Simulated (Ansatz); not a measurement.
Runs of Ansatz 0.2.0 on C. Symmetry: Fd-3m, No. 227, cubic system. Conventional cell: a = 3.567 Å, b = 3.567 Å, c = 3.567 Å, α = 90.00°, β = 90.00°, γ = 90.00°. C (site symmetry -43m) is surrounded by 4 C at 1.54 Å. This isn't the form of C at room conditions, which is graphite.

| task | level | cell | k mesh | cutoff (eV) | smearing | atoms under strain | points for each segment of the path | q mesh | mesh quality | gap on the mesh (eV) | pressure (GPa) | relaxed volume (Å³/atom) |
| --- | --- | --- | --- | --- | --- | --- | --- | --- | --- | --- | --- | --- |
| elastic constants | LDA | as given | 10 × 10 × 10 | 420 | fixed | relaxed | - | - | not flagged | 4.14 | -13.1 | - |
| band structure | r2SCAN0 | as given | 7 × 7 × 7 | 500 | fermi-dirac 0.05 eV | - | 4 | - | coarse | 6.27 | (d) | - |
| relaxation of cell and atoms | HSEsol | relaxed | 7 × 7 × 7 | 420 | fermi-dirac 0.05 eV | - | - | - | coarse | 5.40 | 0.0 | (a) |
| band structure | r2SCANh | as given | 7 × 7 × 7 | 500 | fermi-dirac 0.05 eV | - | 4 | - | coarse | 5.20 | -5.6 | - |
| relaxation of cell and atoms | PBE0 | relaxed | 7 × 7 × 7 | 420 | fermi-dirac 0.05 eV | - | - | - | coarse | 6.21 | 0.0 | (c) |
| band structure | PBE0 | as given | 7 × 7 × 7 | 420 | fermi-dirac 0.05 eV | - | 4 | - | coarse | 6.16 | -8.3 | - |
| band structure | B3LYP | as given | 7 × 7 × 7 | 420 | fermi-dirac 0.05 eV | - | 4 | - | coarse | 6.12 | (b) | - |
| phonons | LDA | as given | 10 × 10 × 10 | 420 | fixed | - | 8 | 2 × 2 × 2 | not flagged | 4.14 | - | - |
| band structure | HSE03 | as given | 7 × 7 × 7 | 420 | fermi-dirac 0.05 eV | - | 4 | - | coarse | 5.18 | -7.7 | - |

Alike in all rows: potentials or basis Ansatz PAW; no spin polarisation.

Problem. Fill in the values left out.

Solution. (a) 5.52; (b) 0.4; (c) 5.57; (d) -10.4.

Caveats: some runs use coarse meshes; the PAW data sets come from PBE, with cores solved anew for the run's functional, which leaves a small shift of forces and pressure; the k mesh misses the band edges, so the gap on the mesh is wider than the one along the path (some runs); the thresholds are loose for stress (some runs); odd divisions of the mesh miss points on the zone boundary, where band edges often lie, so the gap on the mesh can be too wide (some runs); the plane-wave basis is chosen anew once the cell has moved, so the energies of steps on either side of that aren't comparable (some runs); the cell is more than 3 GPa from zero pressure, which shifts response properties (some runs).
